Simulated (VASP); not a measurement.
# MgS (Fm-3m) in VASP: band structure with LDA

Aim: the band structure of MgS with LDA.

Everything below comes from runs of VASP 6.6.1. Logs are shortened: lines on timing, memory, paths and dates and some standing lists are left out, and cuts for length are marked.

## (1) The crystal as given

Symmetry: Fm-3m, No. 225, cubic system. The conventional cell has a = 5.118 Å, b = 5.118 Å, c = 5.118 Å, α = 90.00°, β = 90.00°, γ = 90.00°. Mg (site symmetry m-3m) has 6 S at 2.56 Å as nearest neighbours. S (site symmetry m-3m) is surrounded by 6 Mg at 2.56 Å.

The cell was built by a generator and needn't be a form met in nature.

## (2) Band structure, LDA

The input, POSCAR:

```
MgS                                     
1.0
    0.0000000000      2.5589091385      2.5589091385
    2.5589091385      0.0000000000      2.5589091385
    2.5589091385      2.5589091385     -0.0000000000
  Mg              S             
     1     1
Direct
     0.0000000000000000    0.0000000000000000    0.0000000000000000
     0.5000000000000000    0.5000000000000000    0.5000000000000000
```

The input, INCAR.step1:

```
PREC = Accurate
ENCUT = 520
EDIFF = 1E-6
ISMEAR = 0
SIGMA = 0.02
LREAL = F
LASPH = T
NELM = 80
ALGO = Normal
ISIF = 2
LWAVE = F
LCHARG = T
GGA = CA
```

The input, KPOINTS.step1:

```
Automatic mesh
0
Gamma
  10 10 10
```

The input, INCAR.step2:

```
PREC = Accurate
ENCUT = 520
EDIFF = 1E-6
ISMEAR = 0
SIGMA = 0.05
LREAL = F
LASPH = T
NELM = 80
ALGO = Normal
ISIF = 2
LWAVE = F
LCHARG = F
GGA = CA
ICHARG = 11
```

The input, KPOINTS.step2:

```
path GXWKGLUWLK,UX
20
line-mode
reciprocal
 0.0000000000  0.0000000000  0.0000000000  G
 0.5000000000  0.0000000000  0.5000000000  X

 0.5000000000  0.0000000000  0.5000000000  X
 0.5000000000  0.2500000000  0.7500000000  W

 0.5000000000  0.2500000000  0.7500000000  W
 0.3750000000  0.3750000000  0.7500000000  K

 0.3750000000  0.3750000000  0.7500000000  K
 0.0000000000  0.0000000000  0.0000000000  G

 0.0000000000  0.0000000000  0.0000000000  G
 0.5000000000  0.5000000000  0.5000000000  L

 0.5000000000  0.5000000000  0.5000000000  L
 0.6250000000  0.2500000000  0.6250000000  U

 0.6250000000  0.2500000000  0.6250000000  U
 0.5000000000  0.2500000000  0.7500000000  W

 0.5000000000  0.2500000000  0.7500000000  W
 0.5000000000  0.5000000000  0.5000000000  L

 0.5000000000  0.5000000000  0.5000000000  L
 0.3750000000  0.3750000000  0.7500000000  K

 0.6250000000  0.2500000000  0.6250000000  U
 0.5000000000  0.0000000000  0.5000000000  X
```

Potentials or basis: VASP PAW LDA potentials, release 64 (Mg, S).

Started as:

```bash
cat potpaw_LDA.64/Mg/POTCAR potpaw_LDA.64/S/POTCAR > POTCAR
cp INCAR.step1 INCAR
cp KPOINTS.step1 KPOINTS
mpirun -np 1 vasp_std > vasp.out
cp INCAR.step2 INCAR
cp KPOINTS.step2 KPOINTS
mpirun -np 1 vasp_std > vasp.out
```

OUTCAR:

```text
PREC = Accurate
   ENCUT = 520
   EDIFF = 1E-6
   ISMEAR = 0
   LREAL = F
   LASPH = T
   NELM = 80
   ISIF = 2
   GGA = CA
   ICHARG = 11

 ion  position               nearest neighbor table
   1  0.000  0.000  0.000-   2 2.56   2 2.56   2 2.56   2 2.56   2 2.56   2 2.56
   2  0.500  0.500  0.500-   1 2.56   1 2.56   1 2.56   1 2.56   1 2.56   1 2.56

  LATTYP: Found a face centered cubic cell.
 ALAT       =     5.1178182770

  Lattice vectors:

 A1 = (   0.0000000000,   2.5589091385,   2.5589091385)
 A2 = (   2.5589091385,   0.0000000000,   2.5589091385)
 A3 = (   2.5589091385,   2.5589091385,   0.0000000000)

Analysis of symmetry for initial positions (statically):
=====================================================================
 Subroutine PRICEL returns:
 Original cell was already a primitive cell.

 Routine SETGRP: Setting up the symmetry group for a
 face centered cubic supercell.

 Subroutine GETGRP returns: Found 48 space group operations
 (whereof 48 operations were pure point group operations)
 out of a pool of 48 trial point group operations.

The static configuration has the point symmetry O_h .

Analysis of symmetry for dynamics (positions and initial velocities):
=====================================================================
 Subroutine PRICEL returns:
 Original cell was already a primitive cell.

 Routine SETGRP: Setting up the symmetry group for a
 face centered cubic supercell.

 Subroutine GETGRP returns: Found 48 space group operations
 (whereof 48 operations were pure point group operations)
 out of a pool of 48 trial point group operations.

The dynamic configuration has the point symmetry O_h .

 Subroutine INISYM returns: Found 48 space group operations
 (whereof 48 operations are pure point group operations),
 and found     1 'primitive' translations

----------------------------------------------------------------------------------------

                                     Primitive cell

  volume of cell :      33.5116

  direct lattice vectors                    reciprocal lattice vectors
     0.000000000  2.558909138  2.558909138    -0.195395762  0.195395762  0.195395762
     2.558909138  0.000000000  2.558909138     0.195395762 -0.195395762  0.195395762
     2.558909138  2.558909138  0.000000000     0.195395762  0.195395762 -0.195395762

  length of vectors
     3.618844009  3.618844009  3.618844009     0.338435387  0.338435387  0.338435387

  position of ions in fractional coordinates (direct lattice)
     0.000000000  0.000000000  0.000000000
     0.500000000  0.500000000  0.500000000

  ion indices of the primitive-cell ions
   primitive index   ion index
                 1           1
                 2           2

----------------------------------------------------------------------------------------

 KPOINTS: path GXWKGLUWLK,UX

Interpolating k-points between supplied coordinates.

 Line segments in fractional coordinates (reciprocal lattice):
    0.000000  0.000000  0.000000  ...  0.500000  0.000000  0.500000
    0.500000  0.000000  0.500000  ...  0.500000  0.250000  0.750000
    0.500000  0.250000  0.750000  ...  0.375000  0.375000  0.750000
    0.375000  0.375000  0.750000  ...  0.000000  0.000000  0.000000
    0.000000  0.000000  0.000000  ...  0.500000  0.500000  0.500000
    0.500000  0.500000  0.500000  ...  0.625000  0.250000  0.625000
    0.625000  0.250000  0.625000  ...  0.500000  0.250000  0.750000
    0.500000  0.250000  0.750000  ...  0.500000  0.500000  0.500000
    0.500000  0.500000  0.500000  ...  0.375000  0.375000  0.750000
    0.625000  0.250000  0.625000  ...  0.500000  0.000000  0.500000

 Generated    20 points on each line segment, for a total of    200 k-points:

 Following reciprocal coordinates:
            Coordinates               Weight
  0.000000  0.000000  0.000000      0.005000
  0.026316  0.000000  0.026316      0.005000
  0.052632  0.000000  0.052632      0.005000
  0.078947  0.000000  0.078947      0.005000
  0.105263  0.000000  0.105263      0.005000
  0.131579  0.000000  0.131579      0.005000
[... 16 lines left out ...]
  0.500000  0.026316  0.526316      0.005000
  0.500000  0.039474  0.539474      0.005000
 [... further k-points ...]
   k-points           NKPTS =    200   k-points in BZ     NKDIM =    200   number of bands    NBANDS=      8
   number of dos      NEDOS =    301   number of ions     NIONS =      2
   total plane-waves  NPLWV =  21952
   dimension x,y,z NGX =    28 NGY =   28 NGZ =   28
   dimension x,y,z NGXF=    56 NGYF=   56 NGZF=   56
   ions per type =               1   1
   NGX,Y,Z   is equivalent  to a cutoff of  12.86, 12.86, 12.86 a.u.
   NGXF,Y,Z  is equivalent  to a cutoff of  25.73, 25.73, 25.73 a.u.
 SYSTEM =  unknown system
   PREC   = accura    normal or accurate (medium, high low for compatibility)
   ISTART =      0    job   : 0-new  1-cont  2-samecut
   ICHARG =     11    charge: 1-file 2-atom 10-const
   ISPIN  =      1    spin polarized calculation?
   LNONCOLLINEAR =      F non collinear calculations
   LSORBIT =      F    spin-orbit coupling
   LASPH  =      T    aspherical Exc in radial PAW
   ENCUT  =  520.0 eV  38.22 Ry    6.18 a.u.   6.73  6.73  6.73*2*pi/ulx,y,z
   NELM   =     80;   NELMIN=  2; NELMDL=  0     # of ELM steps
   EDIFF  = 0.1E-05   stopping-criterion for ELM
   LREAL  =      F    real-space projection
   EDIFFG = 0.1E-04   stopping-criterion for IOM
   NSW    =      0    number of steps for IOM
   IBRION =     -1    ionic relax: 0-MD 1-quasi-New 2-CG
   NFREE  =      0    steps in history (QN), initial steepest desc. (CG)
   ISIF   =      2    stress and relaxation
   ISYM   =      2    0-nonsym 1-usesym 2-fastsym
   POTIM  = 0.5000    time-step for ionic-motion
   TEBEG  =    0.0;   TEEND  =   0.0 temperature during run
   PSTRESS=    0.0 pullay stress
   NELECT =       8.0000    total number of electrons
   NUPDOWN=      -1.0000    fix difference up-down
   EMIN   =  10.00;   EMAX   =-10.00  energy-range for DOS
   EFERMI =   0.00;   METHOD = LEGACY
   ISMEAR =     0;   SIGMA  =   0.05  broadening in eV -4-tet -1-fermi 0-gaus
   EFERMI_NEDOS =   21; number of points for ismear=-14 and -15
   IALGO  =     38    algorithm
   IMIX   =      4    mixing-type and parameters
     AMIX     =   0.40;   BMIX     =  1.00
     AMIX_MAG =   1.60;   BMIX_MAG =  1.00
  volume/ion in A,a.u.               =      16.76       113.07
  Fermi-wavevector in a.u.,A,eV,Ry     =   1.015562  1.919135 14.032601  1.031367
  Thomas-Fermi vector in A             =   2.148855
   LORBIT       =      0    0 simple, 1 ext, 2 COOP (PROOUT), +10 PAW based schemes
   GGA     = CA    functional components
   LHFCALC =     F    Hartree Fock is set to
   AEXX    =    0.0000 exact exchange contribution
   IVDW    =     0    specifies the selected vdW correction
   LEPSILON=     F    determine dielectric tensor
   LRPA    =     F    only Hartree local field effects (RPA)
 non-spin polarized calculation
 Gauss-broadening in eV      SIGMA  =   0.05
  energy-cutoff  :      520.00
  volume of cell :       33.51
 maximum number of plane-waves:       934
 NGX is ok and might be reduce to    28

 number of electron       7.9999999 magnetization

 Free energy of the ion-electron system (eV)
  ---------------------------------------------------
  ext. energy  EPLUGINS =         0.00000000
  ---------------------------------------------------
  free energy    TOTEN  =        -9.84648156 eV

  energy without entropy =       -9.84648156  energy(sigma->0) =       -9.84648156

 E-fermi :   4.3128     XC(G=0): -10.1939

 val. band max:        4.0399113046   @ k =   0.0000   0.0000   0.0000
 cond. band min:       6.7031368590   @ k =   0.5000   0.0000   0.5000
 fundamental gap:      2.6632255544
 Fermi energy:         4.3127638505

 k-point     1 :       0.0000    0.0000    0.0000
  band No.  band energies     occupation
      1      -8.8949      2.00000
      2       4.0399      2.00000
      3       4.0399      2.00000
      4       4.0399      2.00000
      5       7.9344      0.00000
      6      11.8409      0.00000
      7      11.8409      0.00000
      8      11.8409      0.00000

 k-point     2 :       0.0263    0.0000    0.0263
  band No.  band energies     occupation
      1      -8.8850      2.00000
      2       3.9773      2.00000
      3       4.0219      2.00000
      4       4.0219      2.00000
      5       8.0047      0.00000
      6      11.7804      0.00000
      7      11.8760      0.00000
      8      11.8760      0.00000

 k-point     3 :       0.0526    0.0000    0.0526
  band No.  band energies     occupation
      1      -8.8552      2.00000
      2       3.8028      2.00000
      3       3.9692      2.00000
      4       3.9692      2.00000
      5       8.2012      0.00000
      6      11.6121      0.00000
      7      11.9796      0.00000
      8      11.9796      0.00000

 k-point     4 :       0.0789    0.0000    0.0789
  band No.  band energies     occupation
      1      -8.8059      2.00000
      2       3.5458      2.00000
      3       3.8854      2.00000
      4       3.8854      2.00000
      5       8.4903      0.00000
      6      11.3661      0.00000
      7      12.1473      0.00000
      8      12.1473      0.00000

 k-point     5 :       0.1053    0.0000    0.1053
  band No.  band energies     occupation
      1      -8.7378      2.00000
      2       3.2367      2.00000
      3       3.7759      2.00000
      4       3.7759      2.00000
      5       8.8324      0.00000
      6      11.0739      0.00000
      7      12.3723      0.00000
      8      12.3723      0.00000
[... 177 lines left out ...]
 k-point    22 :       0.5000    0.0132    0.5132
  band No.  band energies     occupation
      1      -7.0087      2.00000
      2      -0.4773      2.00000
      3       2.2084      2.00000
      4       2.2106      2.00000
      5       6.7171      0.00000
      6       8.1486      0.00000
      7      16.3074      0.00000
      8      16.8227      0.00000

 k-point    23 :       0.5000    0.0263    0.5263
  band No.  band energies     occupation
      1      -7.0077      2.00000
      2      -0.4684      2.00000
      3       2.1830      2.00000
      4       2.1919      2.00000
      5       6.7587      0.00000
      6       8.1928      0.00000
      7      16.2493      0.00000
      8      16.5763      0.00000

 k-point    24 :       0.5000    0.0395    0.5395
  band No.  band energies     occupation
      1      -7.0059      2.00000
      2      -0.4536      2.00000
      3       2.1417      2.00000
      4       2.1618      2.00000
      5       6.8268      0.00000
      6       8.2655      0.00000
      7      16.1547      0.00000
      8      16.2863      0.00000

 [... further k-points ...]
[... 5 lines left out ...]
  --------------------------------------------------------------------------------------
  -------------------------------------------------------------------------------------
  Total       -0.3817635     -0.3817635     -0.3817635      0.0000000     -0.0000000     -0.0000000
  in kB      -18.2519970    -18.2519970    -18.2519970      0.0000000     -0.0000000     -0.0000000
  external PRESSURE =     -18.2519970 kB  Pullay stress =       0.0000000 kB

 VOLUME and BASIS-vectors are now :
 -----------------------------------------------------------------------------
  energy-cutoff  :      520.00
  volume of cell :       33.51
      direct lattice vectors                 reciprocal lattice vectors
     0.000000000  2.558909138  2.558909138    -0.195395762  0.195395762  0.195395762
     2.558909138  0.000000000  2.558909138     0.195395762 -0.195395762  0.195395762
     2.558909138  2.558909138  0.000000000     0.195395762  0.195395762 -0.195395762

 POSITION                                       TOTAL-FORCE (eV/Angst)
 -----------------------------------------------------------------------------------
      0.00000      0.00000      0.00000        -0.000000      0.000000      0.000000
      2.55891      2.55891      2.55891         0.000000     -0.000000     -0.000000
 -----------------------------------------------------------------------------------
    total drift:                                0.000000      0.000000      0.000000

  FREE ENERGIE OF THE ION-ELECTRON SYSTEM (eV)
  ---------------------------------------------------
  free  energy   TOTEN  =        -9.8464815607 eV

  energy  without entropy=       -9.8464815607  energy(sigma->0) =       -9.84648156
```

It took 46 s on 1 thread of Intel Xeon Platinum 8375C at 2.90GHz (Ice Lake), shared host; peak memory 0.18 GiB.

What came out:

```
Band gap on the k mesh  : 2.66 eV, indirect (least direct gap 3.89 eV)
Band gap along the path : 2.66 eV, indirect (least direct gap 3.89 eV)
```

Levels at the corners of the path, in eV from the valence-band top:
```csv
point,band 1,band 2,band 3,band 4,band 5,band 6,band 7,band 8
Γ,-12.93,0.00,0.00,0.00,3.89,7.80,7.80,7.80
X,-11.05,-4.52,-1.82,-1.82,2.66,4.09,12.29,12.90
X,-11.05,-4.52,-1.82,-1.82,2.66,4.09,12.29,12.90
W,-10.99,-3.50,-3.50,-2.56,5.28,7.91,7.91,8.07
W,-10.99,-3.50,-3.50,-2.56,5.28,7.91,7.91,8.07
K,-11.05,-3.99,-3.44,-1.48,3.78,6.64,9.74,10.22
K,-11.05,-3.99,-3.44,-1.48,3.78,6.64,9.74,10.22
Γ,-12.93,0.00,0.00,0.00,3.89,7.80,7.80,7.80
Γ,-12.93,0.00,0.00,0.00,3.89,7.80,7.80,7.80
L,-11.47,-5.18,-0.65,-0.65,4.45,6.80,6.80,10.38
L,-11.47,-5.18,-0.65,-0.65,4.45,6.80,6.80,10.38
U,-11.05,-3.99,-3.44,-1.48,3.78,6.64,9.74,10.22
U,-11.05,-3.99,-3.44,-1.48,3.78,6.64,9.74,10.22
W,-10.99,-3.50,-3.50,-2.56,5.28,7.91,7.91,8.07
W,-10.99,-3.50,-3.50,-2.56,5.28,7.91,7.91,8.07
L,-11.47,-5.18,-0.65,-0.65,4.45,6.80,6.80,10.38
L,-11.47,-5.18,-0.65,-0.65,4.45,6.80,6.80,10.38
K,-11.05,-3.99,-3.44,-1.48,3.78,6.64,9.74,10.22
U,-11.05,-3.99,-3.44,-1.48,3.78,6.64,9.74,10.22
X,-11.05,-4.52,-1.82,-1.82,2.66,4.09,12.29,12.90
```

Caveat: the log is that of the step along the path at fixed density, whose energy, stress, charges and moments have no meaning.
